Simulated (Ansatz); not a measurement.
**Phases of Hf at 74 GPa**

Structure types of Hf are relaxed in primitive cells with their symmetry kept at 74 GPa, first on PAW files, then by LAPW. The enthalpy is E + pV at zero temperature, without zero-point motion. Only the types listed were tried, and differences under about 5 meV/atom are mesh noise. The real phase may be another.

All numbers are PBE results (scalar-relativistic) from Ansatz 0.2.0, with Fermi–Dirac smearing of 0.05 eV, no spin polarisation. Methods: LAPW: all electrons, basis error target 0.5 meV/atom; PAW: frozen-core files, cutoff 420 eV.

k meshes: fcc 17×17×17, bcc 17×17×17, hcp 16×16×9, beta tin 16×16×16, simple hexagonal 16×16×15, sc 15×15×15.

Spin–orbit coupling is left out, which matters for the heavy atoms.

Order the types by LAPW enthalpy, lowest first.
A. fcc
B. simple hexagonal
C. beta tin
D. hcp
E. bcc
F. sc

E (0 meV/atom), D (13 meV/atom), A (30 meV/atom), B (596 meV/atom), C (730 meV/atom), F (1448 meV/atom).

```tsv
start type	ends as	a, b, c (Å)	V (Å³/atom)	H − H(lowest), LAPW (meV/atom)	same, PAW
fcc	fcc, Fm-3m	3.948, 3.948, 3.948	15.39	29.6	28.6
bcc	bcc, Im-3m	3.114, 3.114, 3.114	15.10	0.0	0.0
hcp	hcp, P6_3/mmc	2.792, 2.792, 4.594	15.50	13.1	12.5
beta tin	beta tin, I4_1/amd	4.835, 4.835, 2.656	15.52	730.4	730.8
simple hexagonal	simple hexagonal, P6/mmm	2.648, 2.648, 2.576	15.64	596.4	596.0
sc	sc, Pm-3m	2.517, 2.517, 2.517	15.95	1448.2	1448.0
```

Split the lead of bcc over hcp into energy and pV.

For hcp less bcc: ΔE = -174.6 meV/atom, and p·ΔV = 74 GPa × +0.4064 Å³ × 6.242 meV/(GPa·Å³) = +187.7 meV/atom, together 13.1 meV/atom. bcc wins by its smaller volume, against the internal energy.
